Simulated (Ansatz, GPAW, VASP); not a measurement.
**MgO: 3 runs at one level of theory**

```
Mg O
1.0
     0.00000    2.09700    2.09700
     2.09700    0.00000    2.09700
     2.09700    2.09700    0.00000
Mg O
1 1
Direct
  0.00000 0.00000 0.00000
  0.50000 0.50000 0.50000
```

The cell is a database's computed one, not the measured one.

Alike in all runs: task single point; functional PBE; k mesh 11 × 11 × 11; occupations gaussian, width 0.1 eV; no spin polarisation; no spin-orbit coupling. Pressure is positive in compression and, in plane waves, holds the error of the finite cutoff.

```csv
program and potentials,plane-wave cutoff (eV),notes,pressure (GPa)
"Ansatz, all-electron LAPW, scalar-relativistic",-,-,6.97
"GPAW, GPAW PAW data sets (gpaw-data 1.2.1)",800,8 valence electrons an atom on average,6.97
"VASP, PBE PAW files Mg, O, 520 eV",520,4 valence electrons an atom on average,6.19
```

The pressure spans 6.19 (VASP, PBE PAW files Mg, O, 520 eV) to 6.97 GPa (Ansatz, all-electron LAPW, scalar-relativistic), with all-electron results at 6.97.

The functional is the same throughout but for its coding, so the spread measures potentials, basis and numerics; runs on potential files found faulty are left out.

All three runs put MgO under compression at this cell, so PBE would favour a larger lattice. This fits the functional's known tendency to overestimate the lattice constants of ionic oxides: it underestimates cohesion, and the balance between Madelung attraction and closed-shell repulsion moves to a longer Mg-O distance. The sign of the pressure therefore probably reflects a cell relaxed with a functional that gives shorter bonds, not any real stress in the crystal.

GPAW matches the all-electron value of 6.97 GPa, while VASP gives 6.19 GPa. The valence counts imply that GPAW treats the Mg 2p shell explicitly and VASP keeps it in the core. Freezing this shell, which cannot then respond to the compressed oxide surroundings, may contribute to the lower pressure, but so may Pulay stress at the smaller cutoff, which typically acts in the same direction; these runs can't separate the two. Nor does a pressure at one volume fix the equilibrium lattice constant, which also depends on the compressibility.
